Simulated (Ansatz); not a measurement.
# MgZn2O3: the cell at several levels of theory

Cell and atoms of MgZn2O3 built on the database structure prototype are relaxed in turn with PBE, r2SCAN and PBEsol.

Program: Ansatz 0.2.0. PAW datasets, plane waves, zero pressure. No spin polarisation and no zero-point or thermal motion.

## (1) Starting point

The symmetry is P-3m1 (No. 164, trigonal); conventional cell a = 3.053 Å, c = 7.452 Å, 10.02 Å³ an atom. Near Mg stand 6 O at 2.13 Å; near Zn stand 6 O at 2.16–2.17 Å; near O stand 3 Mg at 2.13 Å and 3 Zn at 2.17 Å; near O stand 6 Zn at 2.16 Å.

Coordinates:

```cif
data_structure
_symmetry_space_group_name_H-M 'P 1'
_symmetry_Int_Tables_number 1
_cell_length_a 3.0526
_cell_length_b 3.0526
_cell_length_c 7.4520
_cell_angle_alpha 90.000
_cell_angle_beta 90.000
_cell_angle_gamma 120.000
_cell_volume 60.14
loop_
_atom_site_label
_atom_site_type_symbol
_atom_site_fract_x
_atom_site_fract_y
_atom_site_fract_z
_atom_site_occupancy
Mg1 Mg 0.00000 0.00000 0.00000 1
Zn1 Zn 0.33333 0.66667 0.66842 1
Zn2 Zn 0.66667 0.33333 0.33158 1
O1 O 0.33333 0.66667 0.16070 1
O2 O 0.66667 0.33333 0.83930 1
O3 O 0.00000 0.00000 0.50000 1
```

## (2) Relaxation with PBE

input.yaml

```yaml
crystal:
  lattice:
    - [3.0525990062, 0.0, 0.0]
    - [-1.5262995031, 2.6436282869, 0.0]
    - [0.0, 0.0, 7.452043]
  atoms:
    - { symbol: Mg, position: [0.0, 0.0, 0.0] }
    - { symbol: Zn, position: [0.33333333, 0.66666667, 0.668416] }
    - { symbol: Zn, position: [0.66666667, 0.33333333, 0.331584] }
    - { symbol: O, position: [0.33333333, 0.66666667, 0.1607] }
    - { symbol: O, position: [0.66666667, 0.33333333, 0.8393] }
    - { symbol: O, position: [0.0, 0.0, 0.5] }
kpoints:
  mp_grid: { grid: [12, 12, 4] }
hamiltonian:
  xc: pbe
scf:
  occupations: { method: fermi_dirac, width: 0.02 }
relax:
  f_tol: 0.005
  cell: {}
```

Command:

```
$ ansatz run input.yaml --threads 4 --pin off --max-ram 6451MiB --backend cpu --events-out ev --progress --plain --runs-dir out
```

After this run come: Relaxing with r2SCAN; PBEsol: cell and atoms.

Before running it: what results should come out? Wanted: for each run, a; c; volume; space group; SCF geometries.

As calculated:

```
 level  a (Å)  c (Å)  volume (Å³/atom)  space group  SCF geometries
   PBE  3.048  7.438             9.973        P-3m1               6
r2SCAN  3.006  7.343             9.575        P-3m1               5
PBEsol  3.009  7.334             9.583        P-3m1               7
```

In words: From the start to the first minimum the volume moved by -0.5 %. r2SCAN gives the smallest cell and PBE the largest; they differ by 4.2 % in volume, a mean of 1.4 % in length.
